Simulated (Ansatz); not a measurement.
# TiC (P-6m2) in Ansatz: a series of runs

Aim: see how the results for TiC move with the level of theory and the settings. Levels: PBE, LDA. Tasks: band structure.

Everything below comes from runs of Ansatz 0.2.0. Logs are shortened: lines on timing, memory, paths and dates and some standing lists are left out, and cuts for length are marked.

## (1) Starting point

Symmetry: P-6m2, No. 187, hexagonal system. The conventional cell has a = 3.042 Å, b = 3.042 Å, c = 2.698 Å, α = 90.00°, β = 90.00°, γ = 120.00°. Around Ti (site symmetry -6m2) lie 6 C at 2.21 Å. Around C (site symmetry -6m2) lie 6 Ti at 2.21 Å.

The cell was built by a generator and needn't be a form met in nature.

## (2) Band structure, PBE

input.yaml reads:

```yaml
crystal:
  lattice:
    - [3.04209, 0.0, 0.0]
    - [-1.52104, 2.63452, 0.0]
    - [0.0, 0.0, 2.69797]
  atoms:
    - { symbol: Ti, position: [0.0, 0.0, 0.5] }
    - { symbol: C, position: [0.33333, 0.66667, 0.0] }
hamiltonian:
  xc: pbe
  pseudopotentials: { kind: paw }
kpoints:
  mp_grid: { grid: [10, 10, 10] }
  band_path:
    path:
      - [[0.0, 0.0, 0.0], [0.5, 0.0, 0.0], [0.3333333333, 0.3333333333, 0.0], [0.0, 0.0, 0.0], [0.0, 0.0, 0.5], [0.5, 0.0, 0.5], [0.3333333333, 0.3333333333, 0.5], [0.0, 0.0, 0.5]]
      - [[0.5, 0.0, 0.5], [0.5, 0.0, 0.0]]
      - [[0.3333333333, 0.3333333333, 0.0], [0.3333333333, 0.3333333333, 0.5]]
    npoints: 14
scf:
  occupations: { method: fermi_dirac, width: 0.05 }
  n_extra_bands: 6
output:
  forces: true
  stress: true
  eigenvalues: true
  fatbands: false
```

Potentials or basis: Ansatz PAW.

Run with:

```console
$ ansatz run input.yaml --threads 2 --pin off --max-ram 5632MiB --backend cpu --events-out ev --progress --plain --runs-dir out
```

Output:

```text
Warning: the atoms were moved onto the symmetric positions of the space group found under crystal.symmetry.tolerance 1.0e-5 (fractional; no operation is sought that the atoms, as they stand in a round, miss by more than twice it, and no atom is moved by as much as it), and the run uses the moved positions. Before a round's move an operation carried an atom to 1.52e-5 Å from where it should land, the largest such distance. Atom 1 (counting from 0) moved farthest, by 1.76e-5 Å; the longest move in fractions of the cell, of whichever atom, is 0.47 of the tolerance, in 1 round. To run the atoms as typed, lower crystal.symmetry.tolerance until the operations that they miss are no longer found, or set crystal.symmetry.detect: false (a key that needs symmetry detection or time reversal refuses this as the deck is read). The positions used, in the order of the run's atom list: position: [-1.8503646491007004e-17, 5.5510939473021013e-17, 0.5]; position: [0.3333333333333333, 0.6666666666666667, 0.0]; The lattice was moved too: crystal.lattice keeps the space group found at crystal.symmetry.tolerance 1.0e-5 only nearly: the operation that it misses by the most changes a squared length by the fraction 6.65e-6. The run uses the lattice that is a stretch of the typed one, with no rotation, onto the one that keeps every operation to a double's rounding (on a very oblique basis the stretch itself rounds by more); the deck's lattice vector that moved farthest moved by 5.07e-6 Å. To run the lattice as typed, set crystal.symmetry.tolerance under 2.84e-6, the least fraction by which an operation that the lattice misses changes a squared length (the same key also sets how far an atom may lie from its image, so lowering it can lose operations that the atoms keep only within it), or set crystal.symmetry.detect: false, as for the atoms. crystal.lattice made exact, in Å and degrees: [[3.042085831189679, -2.886751345946343e-6, 0.0], [-1.5210404155948394, 2.6345250536786344, 0.0], [0.0, 0.0, 2.69797]]. Pasted over the deck's crystal.lattice, beside positions in fractional coordinates, it runs the same cell (given as lengths and angles, that cell in the form's own orientation, a rigid turn of the misfit's size from the one run here, for which a checkpoint.post_process_only pass over this run's state can be refused: where this run relaxes nothing, give such a pass this deck's own crystal.lattice, as typed; behind a relaxation, as crystal.lattice, the state's own cell, identity.cell in its checkpoint.json), and a matrix so pasted ends this notice, except on a very skew basis of the lattice, where the rounding of the pasted numbers themselves can read as a misfit: the cell is then moved again, and that move is told again. The lattice as run is in this notice's lattice.as_run_ang field (Run.prep()["deck_notices"] in Python, the deck_notice line of an events file, deck_notices of ansatz run --dry-run=json, or deck_notices in record.json in the deck's checkpoint.write directory).
Warning: RAYON_NUM_THREADS=2 ignored (pool sized by the plan → 2); use --threads N
scf.n_extra_bands = 6 over 8 filled bands (N_el = 16.0): the run solves 14 bands
Engine: ansatz 0.2.0, aarch64-unknown-linux-gnu
Pseudopotentials: kind: paw
Pseudopotential: Ti, paw, valence charge 12, recommended cutoff 420 eV (normal), Ti.paw.azcp
Pseudopotential: C, paw, valence charge 4, recommended cutoff 420 eV (normal), C.paw.azcp
Functional definition: PBE
  parameter kappa = 0.804
  parameter beta = 0.06672455060314922
  exchange = pbe_x(kappa = kappa, mu = beta*pi^2/3)
  correlation = pbe_c(beta = beta)
Crystal: 2 atoms, lattice volume = 21.623 Å³
Basis set: ecut = 420 eV, 417 PW (Γ), exchange–correlation on 48×48×40 points (8 copies of the dense FFT grid, shifted against one another)
Bands: 14, of which v1, the nominal top of the filled ones, is band 8 counted from 1 (7 counted from 0)
Symmetry: 12 space group operations
Space group: P-6m2 (ITA 187), of the structure as read, at distance tolerance 2.8e-5 Å
k-points: 84 of 1000 (time reversal used)
Non-local potential: Ti, projectors of the file, l = 0: 3, l = 1: 2, l = 2: 3, l = 3: 1
Non-local potential: C, projectors of the file, l = 0: 2, l = 1: 2, l = 2: 1
PAW form: soft (Blöchl's): semilocal exchange-correlation on the pseudo side does not see the compensation charge
PAW one-centre angular grid: Ti, 590 points (default); XC on 64 Gauss nodes
PAW one-centre angular grid: C, 110 points (default); XC on 64 Gauss nodes
Initial density: superposition of atomic densities (neutral atoms: chi_scale 0, normalization atom), corrected by the library's trained network
Initial wavefunctions: pseudopotential atomic-orbital guess
Functional: x = pbe(κ = 0.804, μ = 0.2195149727645171), c = pbe(β = 0.06672455060314922)
SCF iter   1: F=—  HF=-2750.913023 eV  |F-HF|=—  |Δ(HF+E_count)|=         —  Δρ=7.08e-3  dr2=7.41e-3  ethr=1.77e-3  ⟨swp⟩=4.5  Hψ=5535  notcnv=0
preconditioner: auto → none  [metal: Δε(μ)=0.037 eV  Ē_g=9.011 eV  σ=0.050 eV  W_gap=0.18  n_scr=8 (ndim 8)  ℏωp=22.6 eV  f_vac=0.000  D(μ)=0.49/eV (n_scr^D=0)  sad-step TF]
SCF iter   2: F=—  HF=-2750.913433 eV  |F-HF|=—  |Δ(HF+E_count)|=   4.10e-4  Δρ=4.42e-3  dr2=3.36e-3  ethr=4.63e-5  ⟨swp⟩=1.0  Hψ=1848  notcnv=0  defer=5
SCF iter   3: F=—  HF=-2750.914197 eV  |F-HF|=—  |Δ(HF+E_count)|=   7.65e-4  Δρ=4.00e-4  dr2=1.93e-5  ethr=2.10e-5  ⟨swp⟩=2.4  Hψ=1450  notcnv=0  defer=5
SCF iter   4: F=—  HF=-2750.914200 eV  |F-HF|=—  |Δ(HF+E_count)|=   3.00e-6  Δρ=5.35e-5  dr2=3.86e-7  ethr=1.21e-7  ⟨swp⟩=2.6  Hψ=1668  notcnv=0  defer=5
iter 5 did not close the SCF: its close was put off for the readings that it lacked (scf_convergence_deferred on its scf_iter line)
SCF iter   5: F=-2750.914201 eV  HF=-2750.914201 eV  |F-HF|=2.94e-9  |Δ(HF+E_count)|=   3.11e-7  Δρ=7.70e-6  dr2=8.71e-9  ethr=2.41e-9  ⟨swp⟩=2.6  Hψ=1737  notcnv=0  defer=5
SCF iter   6: F=-2750.914201 eV  HF=-2750.914201 eV  |F-HF|=3.14e-11  |Δ(HF+E_count)|=  1.49e-10  Δρ=1.09e-6  dr2=1.48e-10  ethr=5.45e-11  ⟨swp⟩=4.5  Hψ=4368  notcnv=0
SCF 1 converged in 6 iterations: F = -2750.914201 eV  dr2 = 1.48e-10
NSCF: frozen V_eff on 129 k-points
SCF converged after 6 iterations
Free energy (F): -2750.914201 eV
Harris-Foulkes:  -2750.914201 eV  (|F-HF|=3.14e-11)
Internal energy: -2750.910269 eV  (E = F + TS)
E sigma→0 (E₀):  -2750.912235 eV
Entropy (-TS):   -0.003932 eV (-1.966 meV/atom)
Fermi energy:    13.581609 eV
--- Per-component energies (eV) ---
  E_band       = -124.535021
  E_kinetic    = 361.256798
  E_local      = -838.174873  (includes V_loc(G=0)·N_el)
  E_nonlocal   = 32.964667
  E_hartree    = 339.076459
  E_xc         = -146.612368
  E_vxc        = -183.005624  (∫ρ·V_xc dr)
  E_paw        = -1145.548417  (= ΣΔE_a)
  E_vpaw       = -175.728968  (= ΣTr[D̂ρ^β])
  E_aug_tail   = 0.000136  (compensation charges beyond the density's cutoff)
  E_ewald      = -1353.872669
  E_smearing   = -0.003932  (= −TS)
  E_closure    = -0.000000  (closes the sum)
  Σ components = -2750.914201   (vs F -2750.914201, Δ=0.00e0)
--- Forces (eV/Å), atoms counted from 1 ---
  atom   1  Ti    -0.00000000    -0.00000000     0.00000000
  atom   2  C     -0.00000000    -0.00000000     0.00000000
  max |Σ_I F_I| component: 4.44e-16 eV/Å
--- Stress (GPa, compression-positive) ---
        0.195448      -0.000000       0.000000
       -0.000000       0.195448       0.000000
        0.000000       0.000000      -0.195071
  P = ⅓ Tr σ = 0.0653 GPa (0.653 kbar)
--- Band table (eV; the first three rows and the last of 84) ---
  k-point 0: bands = ["-42.9199", "-19.0843", "-19.0843", "-18.6360", "1.5904", "11.9962", "11.9962", "12.6276", "15.8839", "16.9325", "16.9325", "19.2730", "19.2730", "21.1065"]
  k-point 1: bands = ["-42.9105", "-19.0768", "-19.0768", "-18.7113", "1.7880", "12.1023", "12.1023", "12.4141", "15.8164", "16.5057", "16.5057", "19.4332", "19.4332", "21.2976"]
  k-point 2: bands = ["-42.8859", "-19.0574", "-19.0574", "-18.9052", "2.3529", "11.5433", "12.3932", "12.3932", "15.7010", "15.7010", "16.1042", "19.4739", "19.4739", "21.8107"]
  k-point 83: bands = ["-42.7656", "-19.2859", "-19.2819", "-19.2099", "4.9939", "9.2372", "9.8349", "13.0998", "14.6537", "17.7126", "18.3894", "18.6617", "21.1415", "22.3118"]
```

Run time: 1.9 s. Hardware: 2 threads of Arm Neoverse V2, shared host; peak memory 0.3 GiB.

Results:

```yaml
Free_energy: -2750.9142 eV
Pressure: 0.1 GPa
Band_gap_on_the_k_mesh: none (metal or under the smearing width)
```

Levels at the corners of the path, in eV from the Fermi level:
```csv
point,band 4,band 5,band 6,band 7,band 8,band 9,band 10,band 11,band 12,band 13
Γ,-32.22,-11.99,-1.59,-1.59,-0.95,2.30,3.35,3.35,5.69,5.69
M,-32.17,-9.59,-4.86,-0.75,-0.30,0.22,3.05,3.49,3.75,6.62
K,-32.16,-9.28,-3.57,-3.26,-0.25,1.88,2.23,2.45,3.46,7.27
Γ,-32.22,-11.99,-1.59,-1.59,-0.95,2.30,3.35,3.35,5.69,5.69
A,-32.59,-8.86,-5.59,-0.50,-0.50,1.15,1.15,4.71,4.74,4.74
L,-32.67,-8.79,-4.00,-2.56,-2.22,1.50,3.30,4.37,5.58,7.34
H,-32.82,-8.57,-4.45,-3.72,-0.42,1.12,4.09,4.79,5.30,7.57
A,-32.59,-8.86,-5.59,-0.50,-0.50,1.15,1.15,4.71,4.74,4.74
L,-32.67,-8.79,-4.00,-2.56,-2.22,1.50,3.30,4.37,5.58,7.34
M,-32.17,-9.59,-4.86,-0.75,-0.30,0.22,3.05,3.49,3.75,6.62
K,-32.16,-9.28,-3.57,-3.26,-0.25,1.88,2.23,2.45,3.46,7.27
H,-32.82,-8.57,-4.45,-3.72,-0.42,1.12,4.09,4.79,5.30,7.57
```

## (3) Band structure, LDA

input.yaml, as its differences from that of step 2:

```diff
@@ -9,3 +9,3 @@
 hamiltonian:
-  xc: pbe
+  xc: lda
   pseudopotentials: { kind: paw }
```

Potentials or basis: Ansatz PAW.

Run with:

```console
$ ansatz run input.yaml --threads 2 --pin off --max-ram 5632MiB --backend cpu --events-out ev --progress --plain --runs-dir out
```

It took 1.9 s on 2 threads of Arm Neoverse V2, shared host; peak memory 0.3 GiB.

The run converged. Its results:

```
Free energy            : -2693.7047 eV
Pressure               : -11.5 GPa
Band gap on the k mesh : none (metal or under the smearing width)
```

Stress tensor (GPa, compression positive):
```
-10.86   0.00   0.00
  0.00 -10.86   0.00
  0.00   0.00 -12.64
```

Levels at the corners of the path, in eV from the Fermi level:
| point | band 4 | band 5 | band 6 | band 7 | band 8 | band 9 | band 10 | band 11 | band 12 | band 13 |
| --- | --- | --- | --- | --- | --- | --- | --- | --- | --- | --- |
| Γ | -31.92 | -11.81 | -1.58 | -1.58 | -0.99 | 2.31 | 3.36 | 3.36 | 5.69 | 5.69 |
| M | -31.87 | -9.37 | -4.82 | -0.78 | -0.30 | 0.27 | 3.06 | 3.48 | 3.74 | 6.62 |
| K | -31.86 | -9.05 | -3.54 | -3.23 | -0.24 | 1.87 | 2.21 | 2.45 | 3.47 | 7.27 |
| Γ | -31.92 | -11.81 | -1.58 | -1.58 | -0.99 | 2.31 | 3.36 | 3.36 | 5.69 | 5.69 |
| A | -32.28 | -8.62 | -5.58 | -0.49 | -0.49 | 1.13 | 1.13 | 4.71 | 4.75 | 4.75 |
| L | -32.37 | -8.59 | -3.97 | -2.50 | -2.20 | 1.46 | 3.30 | 4.36 | 5.64 | 7.35 |
| H | -32.52 | -8.36 | -4.43 | -3.68 | -0.37 | 1.07 | 4.08 | 4.86 | 5.30 | 7.60 |
| A | -32.28 | -8.62 | -5.58 | -0.49 | -0.49 | 1.13 | 1.13 | 4.71 | 4.75 | 4.75 |
| L | -32.37 | -8.59 | -3.97 | -2.50 | -2.20 | 1.46 | 3.30 | 4.36 | 5.64 | 7.35 |
| M | -31.87 | -9.37 | -4.82 | -0.78 | -0.30 | 0.27 | 3.06 | 3.48 | 3.74 | 6.62 |
| K | -31.86 | -9.05 | -3.54 | -3.23 | -0.24 | 1.87 | 2.21 | 2.45 | 3.47 | 7.27 |
| H | -32.52 | -8.36 | -4.43 | -3.68 | -0.37 | 1.07 | 4.08 | 4.86 | 5.30 | 7.60 |

Caveat: the pressure holds a Pulay correction of +0.3 GPa for the finite cutoff; the PAW data sets come from PBE, with cores solved anew for the run's functional, which leaves a small shift of forces and pressure.
